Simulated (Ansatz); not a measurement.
# Σ5 (310) boundary in bcc Mo with Si (substitutional): structure and resistance, part 2 of 2

How much does the Σ5 (310) boundary in bcc Mo with Si (substitutional) reflect electrons?

Ansatz 0.2.0; Ansatz plane-wave DFT, PBE, PAW files; relaxation of a bicrystal slab with its lowest layers held; PAW set soft_1 (the session's first sound run).

So far. Step 2 (Relaxing the bicrystal): The largest force component on a free atom ends at 0.029 eV/Å, under the tolerance of 0.03, after 18 steps.

## Step 3: Transmission across the boundary

Bulk layers of each grain are laid under and over the relaxed boundary, and a lead is named in the middle of each, away from the free faces. The mesh across the current, 20×20, is finer than the density's, because channels open and close sharply across the zone. Energies from -0.1 to 0.1 eV in steps of 0.05 eV are too few for the program's thermal sum, so it prints no conductance; for a metal the transmission near the Fermi level serves, at a fraction of the cost.

This step: Ansatz plane-wave DFT, PBE, PAW files; ballistic transport by layer matching (Landauer), zero bias; boundary relaxed in a short slab, bulk layers laid on; PAW set soft_1 (Ansatz 0.2.0).

System of this step: Σ5 (310) boundary in bcc Mo with Si (substitutional). The cell holds 44 atoms: 43 Mo and 1 Si. Cell: a = 5.219 Å, b = 3.147 Å, c = 50.874 Å, α = 90.0°, β = 90.0°, γ = 72.5°. It derives from Mo. Regions: lower grain, 18 atoms (18 Mo); boundary, 12 atoms (11 Mo and 1 Si); upper grain, 14 atoms (14 Mo). Vacuum lies along c.

The input, input.yaml:

```yaml
crystal:
  lattice:
    - [5.2187091076, 0.0, 0.0]
    - [0.9488562014, 3.0005467684, 0.0]
    - [0.0, 0.0, 50.8743162]
  atoms:
    - { symbol: Mo, position: [-9.2000000002, -6.8999999999, 0.0786251354] }
    - { symbol: Mo, position: [-8.8000000002, -6.5999999999, 0.0981864554] }
    - { symbol: Mo, position: [-8.4000000001, -6.2999999999, 0.1177477754] }
    - { symbol: Mo, position: [-8.0000000001, -5.9999999999, 0.1373090955] }
    - { symbol: Mo, position: [-7.6000000001, -5.6999999999, 0.1568704155] }
    - { symbol: Mo, position: [-7.2000000001, -5.3999999999, 0.1764317355] }
    - { symbol: Mo, position: [-6.8000000001, -5.0999999999, 0.1959930555] }
    - { symbol: Mo, position: [-6.4000000001, -4.7999999999, 0.2155543755] }
    - { symbol: Mo, position: [-6.0000000001, -4.4999999999, 0.2351156955] }
    - { symbol: Mo, position: [-5.6000000001, -4.1999999999, 0.2546770155] }
    - { symbol: Mo, position: [-5.2000000001, -3.8999999999, 0.2742383356] }
    - { symbol: Mo, position: [-4.8000000001, -3.6, 0.2937996556] }
    - { symbol: Mo, position: [-4.4000000001, -3.3, 0.3133609756] }
    - { symbol: Mo, position: [-4.0, -3.0, 0.3329222956] }
    - { symbol: Mo, position: [-3.6, -2.7, 0.3524836156] }
    - { symbol: Mo, position: [-3.2, -2.4, 0.3720449356] }
    - { symbol: Mo, position: [-2.8, -2.1, 0.3916062556] }
    - { symbol: Mo, position: [-2.4, -1.8, 0.4111675757] }
    - { symbol: Mo, position: [1.0, 0.5, 0.4307288957] }
    - { symbol: Mo, position: [0.3982741153, 0.8008629423, 0.4503824957] }
    - { symbol: Mo, position: [0.8009861264, 0.0995069368, 0.4697848505] }
    - { symbol: Mo, position: [0.1928104447, 0.4035947776, 0.4901858142] }
    - { symbol: Mo, position: [0.6073555568, 0.6963222216, 0.5074166485] }
    - { symbol: Si, position: [0.1716896465, -0.0858448232, 0.5333360509] }
    - { symbol: Mo, position: [0.8268404061, 0.5865797969, 0.5509399439] }
    - { symbol: Mo, position: [0.4214126766, 0.2892936617, 0.5686877775] }
    - { symbol: Mo, position: [1.0346815933, -0.0173407967, 0.5890672896] }
    - { symbol: Mo, position: [0.6294122787, 0.6852938606, 0.6082982408] }
    - { symbol: Mo, position: [1.2322443526, 0.3838778237, 0.6281415408] }
    - { symbol: Mo, position: [0.833175367, 0.0834123165, 0.6475163844] }
    - { symbol: Mo, position: [-2.566824633, -2.2165876835, 0.6670777044] }
    - { symbol: Mo, position: [-2.966824633, -2.5165876835, 0.6866390244] }
    - { symbol: Mo, position: [-3.366824633, -2.8165876835, 0.7062003444] }
    - { symbol: Mo, position: [-3.766824633, -3.1165876835, 0.7257616644] }
    - { symbol: Mo, position: [-4.166824633, -3.4165876835, 0.7453229845] }
    - { symbol: Mo, position: [-4.566824633, -3.7165876835, 0.7648843045] }
    - { symbol: Mo, position: [-4.966824633, -4.0165876835, 0.7844456245] }
    - { symbol: Mo, position: [-5.366824633, -4.3165876835, 0.8040069445] }
    - { symbol: Mo, position: [-5.766824633, -4.6165876835, 0.8235682645] }
    - { symbol: Mo, position: [-6.1668246331, -4.9165876835, 0.8431295845] }
    - { symbol: Mo, position: [-6.5668246331, -5.2165876834, 0.8626909045] }
    - { symbol: Mo, position: [-6.9668246331, -5.5165876834, 0.8822522246] }
    - { symbol: Mo, position: [-7.3668246331, -5.8165876834, 0.9018135446] }
    - { symbol: Mo, position: [-7.7668246331, -6.1165876834, 0.9213748646] }
kpoints:
  mp_grid: { grid: [8, 8, 1] }
hamiltonian:
  xc: pbe
  pseudopotentials: { kind: paw, azcp: { folder: soft_1 } }
scf:
  occupations: { method: fermi_dirac, width: 0.1 }
output:
  transmission:
    leads: [[10, 11], [35, 36]]
    kmesh: [20, 20]
    e_range: [-0.1, 0.1]
    de: 0.05
  write_potential: true
  write_density: true
  volumetric_format: npy
  elf: true
```

On the command line:

```sh
> ansatz run input.yaml --threads 4 --pin off --max-ram 15360MiB --backend cpu --events-out ev --progress --plain --runs-dir out
```

Numbers of over 12 decimals in the logs are rounded to 6 here.

Output:

```text
[...]
Crystal: 44 atoms, lattice volume = 796.640 Å³
Basis set: ecut = 420 eV, 15651 PW (Γ)
Bands: 364, of which v1, the nominal top of the filled ones, is band 303 counted from 1 (302 counted from 0)
Symmetry: 2 space group operations
[...]
k-points: 21 of 64 (time reversal used)
[...]
SCF iter   1: F=—  HF=-213770.129938 eV  |F-HF|=—  |Δ(HF+E_count)|=         —  Δρ=1.00e-1  dr2=6.23e2  ethr=3.10e-3  ⟨swp⟩=6.1  Hψ=26997  notcnv=0
[...]
SCF iter  12: F=-213738.810741 eV  HF=-213738.810741 eV  |F-HF|=2.63e-8  |Δ(HF+E_count)|=   1.40e-7  Δρ=1.76e-6  dr2=7.28e-8  ethr=1.65e-11  ⟨swp⟩=15.3  Hψ=24338  notcnv=0
SCF 1 converged in 12 iterations: F = -213738.810741 eV  dr2 = 7.28e-8
[...]
transmission: 666 of 6660 steps passed
transmission: 1334 of 6660 steps passed
[...]
transmission: 6660 of 6660 steps passed
WARN: The output density's exchange-correlation potential varies sharply where the density is thin. Do not read a vacuum level from v_tot or v_xc, or from such a field of the output density. On a cell that repeats whose density bears no net charge and no dipole along the vacuum's axis use v_es (v_loc + v_h of the components); under efield.dipole_correction with no amplitude use v_es + v_field, which holds any externa [...]
SCF converged after 12 iterations
Free energy (F): -213738.810741 eV
[...]
Internal energy: -213737.706738 eV  (E = F + TS)
E sigma→0 (E₀):  -213738.258739 eV
Entropy (-TS):   -1.104004 eV (-25.091 meV/atom)
Fermi energy:    17.449672 eV
[...]
--- Band table (eV; the first three rows and the last of 21) ---
  k-point 0: bands = [... 299 lower, 17.2109, 17.2566, 17.2918, 17.3118, 17.3614, 17.3750, 17.4306, 17.4447, ... 57 higher]
  k-point 1: bands = [... 299 lower, 16.9441, 17.0312, 17.1290, 17.1717, 17.2234, 17.3260, 17.3580, 17.4260, ... 57 higher]
  k-point 2: bands = [... 299 lower, 16.7576, 16.7830, 16.8289, 16.9850, 17.1894, 17.3453, 17.4319, 17.5294, ... 57 higher]
  k-point 20: bands = [... 299 lower, 17.3349, 17.4257, 17.4506, 17.4716, 17.5254, 17.6026, 17.6079, 17.6320, ... 57 higher]
--- Transmission ---
  basis      : 141 plane waves across, 60 finite elements along
  points     : 111, standing for a mesh of 20 x 20
  energies   : 5 from -0.100000 to 0.100000 eV about the Fermi level, 0.050000 eV apart; the leads are filled to 0.000000 eV, and channels, transmission and decay are at 0.000000 eV
  crystal 0  : Mo2, at the sites [10, 11], period 1.9903 Å, over 19.90 Å; its Hamiltonian steps by up to 3.8 meV
    offset         : up to 0.0000 Å between an atom of the period and one for which it stands
    channels       : 2.495000e0 a spin
    conductance    : none, the energies end too early or step too widely for 300 K: set another output.transmission.e_range or a lower de, or, where they end at an eighth of basis.ecutwfc, a higher one
    slowest decay  : 0.0222 /Å at (0.4500, 0.3000)
[...]
channels       : 2.485000e0 a spin
[...]
slowest decay  : 0.0240 /Å at (0.4500, 0.3000)
  junction   : crystal 0 to crystal 1, 14.45 to 38.42 Å
    transmission   : 1.030730e0 a spin
[...]
```

It took 18 min on 4 threads of Arm Neoverse V1, shared host; peak memory 8.9 GiB; 67 min of CPU time.

This step gave:

```
free energy                                    : -213738.8107 eV
energy at zero smearing                        : -213738.2587 eV
Fermi energy                                   : 17.45 eV
cell area                                      : 15.66 Å²
transmission per spin nearest the Fermi level  : 1.031
open channels per spin nearest the Fermi level : 2.495
open channels per spin, upper lead             : 2.485
step of the lead's potential                   : 3.8 meV
step of the upper lead's potential             : 10.8 meV
```

Per spin. The transmission, zone mean by energy, zero at the Fermi level:

```
energy (eV)  transmission, zone mean
    -0.1000                     1.07
    -0.0500                     1.04
     0.0000                     1.03
     0.0500                     1.05
     0.1000                     1.08
```

Per spin. Table of open channels, zone mean by energy, zero at the Fermi level:

```
energy (eV)  lead  upper lead
    -0.1000  2.52        2.52
    -0.0500  2.52        2.50
     0.0000  2.50        2.48
     0.0500  2.58        2.58
     0.1000  2.67        2.67
```

Transmission over k1 and k2. At 0.0000 eV from the Fermi level.

Values, 12 rows by 16 columns, each cell a mean:
```
0.76 1.07 1.04 0.76 0.99 1.10 1.01 0.68 1.27 1.37 1.16 0.83 0.93 1.32 1.40 0.99
0.29 0.34 0.22 0.10 0.30 0.31 0.15 0.10 0.48 0.58 0.86 0.84 0.60 0.33 0.36 0.12
0.52 0.36 0.25 0.31 0.54 0.61 0.22 0.19 0.37 0.80 0.75 0.90 0.47 0.14 0.33 0.42
0.40 0.42 0.38 0.31 0.50 0.66 1.03 0.78 0.65 0.67 0.66 0.62 0.64 0.98 0.67 0.48
1.14 1.22 1.55 1.84 1.80 1.86 1.88 1.76 1.89 1.83 1.79 1.87 1.95 1.80 1.86 1.72
1.93 2.15 2.34 2.29 2.22 2.19 2.24 2.47 2.60 2.48 2.25 2.17 2.28 2.25 2.36 2.26
1.59 2.14 2.25 2.09 2.25 2.07 2.11 2.17 2.22 2.11 2.19 2.20 2.11 2.21 1.90 1.54
0.75 0.87 0.96 1.10 1.06 1.19 1.22 1.22 1.21 1.17 1.13 0.91 0.90 0.84 0.84 0.82
0.35 0.61 0.52 0.69 0.42 0.56 0.43 0.61 0.32 0.43 0.76 0.65 0.37 0.18 0.14 0.17
0.32 0.00 0.09 0.04 0.76 0.95 0.89 0.51 0.13 0.00 0.00 0.37 0.34 0.20 0.21 0.38
0.52 0.72 1.14 0.97 0.70 0.72 0.98 1.10 0.96 0.49 0.71 0.81 0.56 0.40 0.73 0.78
0.81 1.29 1.40 1.44 1.12 1.33 1.39 1.34 0.92 1.14 1.30 1.38 1.19 1.34 1.31 1.23
```
Columns: k1 (b1) from -0.5 to 0.45; rows upwards: k2 (b2) from -0.5 to 0.45.

Open channels over k1 and k2. At 0.0000 eV from the Fermi level.

Ten even steps from '0' (0.00) to '9' (7.00):
```
24445544424444444444
22221222224422122442
01111110001122221100
11111110001222221000
11111111011111111011
11111112211111112211
22222222242222422222
55577557755555775577
88877577777777775778
89877777878787777789
88775777777777757788
57755775555577557755
22222242222422222222
11122111111122111111
11101111111101111111
10001222221000111111
00011222211000111111
22442212244222221222
24444444444244455444
24445454442444545444
```
Columns: k1 (b1) from -0.5 to 0.45; rows upwards: k2 (b2) from -0.5 to 0.45.

Electrostatic potential energy in the cb plane at fractional x = 0.193, with atoms of Mo and Si within 0.2 Å of it. With pseudopotentials it is smooth inside the atoms' cores, unlike the true potential.

Ten even steps from '0' (-53 eV) to '9' (18 eV), each cell a mean:
```
98400038999888999999996685699985568999999999
99510158999988999999997555799987679999999999
99864589999999998656899767999998899875689999
99999999988899985102589999999999999730148999
99999999877899983000489999999899999510037999
99999999988999985101589999999999999620148999
99865689999999998546899777999998899865589999
99620158999988999999997555799987679999999999
```
Columns run along c (16.0 Å, from fractional 0.36 to 0.68 of the cell; values clipped at the 3rd and 97th percentile), rows up along b (3.1 Å). Atoms in or near the plane, at fractional coordinates: Mo at (0.39, 0.90), Mo at (0.49, 0.40), Si at (0.53, 0.91), Mo at (0.63, 0.38).

ELF in the cb plane at fractional x = 0.193, with atoms of Mo and Si within 0.2 Å of it. It is the smooth field of the valence electrons, not physical close to the nuclei.

Values, 5 rows by 16 columns, each cell a mean:
```
0.33 0.61 0.44 0.37 0.23 0.30 0.32 0.50 0.52 0.48 0.35 0.40 0.27 0.34 0.40 0.23
0.31 0.45 0.33 0.30 0.28 0.31 0.37 0.34 0.57 0.59 0.34 0.29 0.28 0.37 0.32 0.35
0.29 0.29 0.33 0.23 0.30 0.33 0.62 0.44 0.37 0.42 0.23 0.34 0.33 0.66 0.43 0.32
0.30 0.25 0.30 0.24 0.31 0.33 0.62 0.41 0.46 0.50 0.26 0.32 0.31 0.63 0.41 0.35
0.32 0.60 0.39 0.35 0.25 0.31 0.25 0.37 0.55 0.55 0.36 0.33 0.27 0.26 0.32 0.31
```
Columns run along c (16.0 Å, from fractional 0.36 to 0.68 of the cell), rows up along b (3.1 Å). Atoms in or near the plane, at fractional coordinates: Mo at (0.39, 0.90), Mo at (0.49, 0.40), Si at (0.53, 0.91), Mo at (0.63, 0.38).

Valence density in the cb plane at fractional x = 0.193, with atoms of Mo and Si within 0.2 Å of it. It is the smooth field of the valence electrons, not physical close to the nuclei.

Ten even steps from '0' (0.2 e/Å³) to '9' (7.1 e/Å³), each cell a mean:
```
00279830000000000000000000000001210000000000
00158620000000000000000000000001100000000000
00012100000000000121000000000000000011100000
00000000000000002675100000000000000147620000
00000000000000003898200000000000000169830000
00000000000000002685100000000000000147620000
00012100000000000121000000000000000012100000
00157620000000000000000000000001100000000000
```
Columns run along c (16.0 Å, from fractional 0.36 to 0.68 of the cell), rows up along b (3.1 Å). Atoms in or near the plane, at fractional coordinates: Mo at (0.39, 0.90), Mo at (0.49, 0.40), Si at (0.53, 0.91), Mo at (0.63, 0.38).

Over the solved energies the transmission per spin lies between 1.03 and 1.08, out of 2.56 channels of the lead on average (up to 2.67).

## Step 4: Specific resistance

This step: Ansatz plane-wave DFT, PBE, PAW files; ballistic transport by layer matching (Landauer), zero bias; specific resistance of the boundary; PAW set soft_1 (Ansatz 0.2.0).

Numbers from this step:

```
area resistance                      : 1.126 fΩ m²
T over the leads' mean channel count : 0.4128
```

Averaged over the energies near the Fermi level, 41.3 % of the channels pass, which makes 1.13 fΩ m².

By hand, with T and the leads' channels N averaged over the energies near the Fermi level: RA = A (h/2e²)(1/T − ½[1/N₁ + 1/N₂]) = 15.66×10⁻²⁰ m² × 12 906 Ω × (1/1.054 − ½[1/2.555 + 1/2.552]) = 1.13 fΩ m².

## Step 5: Results

| Property | Result |
| --- | --- |
| specific resistance of the boundary | 1.13 fΩ m² |
| share of channels that pass | 0.413 |

What this shows: The boundary has a specific resistance of 1.1 fΩ m². The boundary reflects 59 % of the channels; 1.1 fΩ m² is 11×10⁻¹² Ω·cm². That equals the resistance of 20 nm of bulk Mo at 300 K (measured 5.52 µΩ cm, CRC Handbook of Chemistry and Physics, 84th ed., 2003, Electrical Resistivity of Pure Metals). One Si in 15.7 Å² of boundary is a high coverage. In the relaxation the upper grain slid sideways by about 1.2 Å, so the result belongs to the position that it found, not to the starting one. Each plane of this narrow cell holds one atom, so the solute fills a whole plane. One starting structure was relaxed; another shift or atom count at the boundary may lie lower.

[Logs are printed without paths, hosts, clocks, repeated set-up lines and the standing remarks that a program may print on its own settings, such as how far it seeks lower states.]

[Hosts, paths, dates, database ids (printed as entryN), source tags and the programs' standing remarks are cut or masked in the printed files.]
